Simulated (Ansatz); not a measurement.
AlN built on the rocksalt prototype: a one-shot G0W0 calculation in Ansatz (G0W0@PBE with 175 empty bands, a screening cutoff of 260 eV and an 8×8×8 mesh). Cell and atoms come from a relaxation with r2SCAN.

Input (YAML):
```yaml
crystal:
  lattice:
    - [0.0, 2.018868445, 2.018868445]
    - [2.018868445, 0.0, 2.018868445]
    - [2.018868445, 2.018868445, 0.0]
  atoms:
    - { symbol: Al, position: [0.0, 0.0, 0.0] }
    - { symbol: "N", position: [0.5, 0.5, 0.5] }
kpoints:
  mp_grid: { grid: [8, 8, 8] }
hamiltonian:
  xc: pbe
scf:
  occupations: { method: fixed }
gw:
  n_empty_bands: 175
  ecut_chi: 260
  qp_bands: [v2, c2]
  qp_kpoints: band_edges
  screening: { model: contour_deformation }
```

It took 6.1 min on 1 × NVIDIA H100 80GB HBM3 with 1 thread of AMD EPYC 7R13 Processor (Zen 3), with other jobs on the host, load about 1.1 per core; peak host memory 1.3 GiB.

Main lines of the log:
```
Functional definition: PBE
Crystal: 2 atoms, lattice volume = 16.457 Å³
Basis set: ecut = 420 eV, 331 PW (Γ)
Bands: 8, of which v1, the nominal top of the filled ones, is band 4 counted from 1 (3 counted from 0)
Symmetry: 48 space group operations
Space group: Fm-3m (ITA 225)
k-points: 29 of 512
SCF converged after 6 iterations
Free energy (F): -923.908265 eV
Fermi energy:    11.288171 eV
--- G₀W₀: contour deformation, 6 samples at zero and on the imaginary axis and 2 off it, 512 q-points, 175 empty bands' worth ---
    ik  band        ε_KS         Σx   Σc(E_QP)       V_xc       Z   E_QP_lin       E_QP  E_QP is
     0     3     11.2882   -22.1709     2.6149   -18.5160  0.7975    10.2416    10.2482  root
     0     4     11.2882   -22.1709     2.6149   -18.5160  0.7975    10.2416    10.2482  root
     0     5     17.0143   -12.1802    -4.8704   -17.8367  0.8143    17.8038    17.8004  root
     0     6     23.4102    -5.2178    -5.3771   -11.2090  0.8263    24.0275    24.0243  root
     1     3     11.1009   -22.0485     2.6606   -18.3264  0.7973    10.0324    10.0394  root
     1     4     11.1009   -22.0485     2.6606   -18.3264  0.7973    10.0324    10.0394  root
     1     5     17.8725   -11.8796    -5.0019   -17.7003  0.8114    18.6951    18.6912  root
     1     6     22.2768    -5.9203    -5.4216   -12.0039  0.8212    22.9423    22.9388  root
     2     3     10.6934   -21.8321     2.7652   -17.9612  0.7965     9.5799     9.5878  root
     2     4     10.6934   -21.8321     2.7652   -17.9612  0.7965     9.5799     9.5878  root
     2     5     18.2005    -9.5652    -4.9886   -15.2772  0.8216    18.9270    18.9239  root
     2     6     22.4490    -8.7629    -6.0023   -15.7036  0.7943    23.3958    23.3874  root
     3     3     10.3351   -21.6825     2.8590   -17.6820  0.7955     9.1848     9.1936  root
     3     4     10.3351   -21.6825     2.8590   -17.6820  0.7955     9.1848     9.1936  root
     3     5     17.6818    -8.8502    -4.8081   -14.3074  0.8281    18.3332    18.3309  root
     3     6     22.7143    -7.1173    -5.4944   -13.5068  0.8210    23.6163    23.6093  root
     4     3     10.1980   -21.6332     2.8950   -17.5838  0.7951     9.0345     9.0436  root
     4     4     10.1980   -21.6332     2.8950   -17.5838  0.7951     9.0345     9.0436  root
     4     5     17.4569    -8.8401    -4.7470   -14.2206  0.8292    18.0926    18.0904  root
     4     6     22.3497    -7.2630    -5.4364   -13.6056  0.8231    23.2626    23.2559  root
     8     3      9.1276   -21.1380     3.0733   -16.8445  0.7927     7.8961     7.9074  root
     8     4      9.8876   -21.5516     2.9605   -17.4125  0.7945     8.6992     8.7090  root
     8     5     18.4237    -8.9493    -4.9077   -14.5547  0.8242    19.1242    19.1213  root
     8     6     21.0350    -7.8832    -5.3652   -14.1528  0.8231    21.9455    21.9394  root
    11     3     10.0340   -21.3934     2.8625   -17.3755  0.7962     8.8694     8.8787  root
    11     4     11.0564   -21.9988     2.6805   -18.2487  0.7970     9.9796     9.9868  root
    11     5     18.8593   -11.4566    -5.2510   -17.5796  0.8073    19.7362    19.7313  root
    11     6     21.3583    -6.3091    -5.2988   -12.2708  0.8229    22.0244    22.0212  root
    12     3      9.6570   -21.5591     3.0054   -17.3595  0.7942     8.4525     8.4628  root
    12     4      9.6570   -21.5591     3.0054   -17.3595  0.7942     8.4525     8.4628  root
    12     5     18.7458    -5.3725    -4.7848   -10.6498  0.8414    19.2397    19.2383  root
    12     6     19.0679   -10.2214    -5.1853   -16.3287  0.8174    19.9954    19.9899  root
    14     3      7.4491   -20.7528     3.4916   -15.9450  0.7848     6.1162     6.1329  root
    14     4      9.2387   -21.4594     3.1111   -17.1205  0.7927     7.9995     8.0109  root
    14     5     17.8989    -7.9995    -4.8015   -13.5221  0.8353    18.6229    18.6200  root
    14     6     20.7350    -8.8521    -5.4376   -15.1921  0.8113    21.6434    21.6373  root
  […]
```

The points are ik 0 = (0, 0, 0) (Γ), ik 1 = (0, 0, 1/8), ik 2 = (0, 0, 1/4), ik 3 = (0, 0, 3/8), ik 4 = (0, 0, -1/2), ik 8 = (0, 1/8, -1/2), ik 11 = (0, 1/8, -1/8), ik 12 = (0, 1/4, 1/4), ik 14 = (0, 1/4, -1/2), ik 17 = (0, 3/8, 3/8), ik 18 = (0, 3/8, -1/2), ik 20 = (0, -1/2, -1/2); band 4 is the last filled one.

The quasiparticle gap on this mesh is 6.49 eV (Γ to k = (0, -1/2, -1/2)), against 4.67 eV from PBE: +1.82 eV. Renormalisation factors Z lie between 0.78 and 0.85. G0W0 here is at a finite number of bands, screening cutoff and k mesh, not at the basis limit.

Values at 0 K without nuclear motion; spin polarisation is off, and the phase may be a hypothetical one.
